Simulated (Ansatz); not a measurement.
Relativity in RbCl

```
CELL_PARAMETERS angstrom
0.00000 3.34896 3.34896
3.34896 0.00000 3.34896
3.34896 3.34896 0.00000
ATOMIC_POSITIONS crystal
Rb 0.00000 0.00000 0.00000
Cl 0.50000 0.50000 0.50000
```

Atoms are numbered in the order listed.

The cell was built from the rocksalt type and relaxed in the same program, and has space group Fm-3m; it needn't be a known or the stable phase.

One fixed cell is solved with PBE by all-electron LAPW in Ansatz 0.2.0 under different relativistic treatments. Pressure is positive in compression.

Sampling and basis: a Γ-centred 10×10×10 k mesh, Fermi–Dirac smearing of 0.05 eV, basis error target 1 meV/atom, no spin polarisation.

| setting | P (GPa) | gap over the k mesh and a high-symmetry path (eV) | lowest level at Γ above −25 eV, from the valence-band top or, without a gap, the Fermi level (eV) |
| --- | --- | --- | --- |
| scalar-relativistic | 0.01 | 4.84 | -24.05 |
| non-relativistic | 0.11 | 5.00 | -22.90 |
| with spin–orbit coupling | 0.01 | 4.79 | -24.09 |
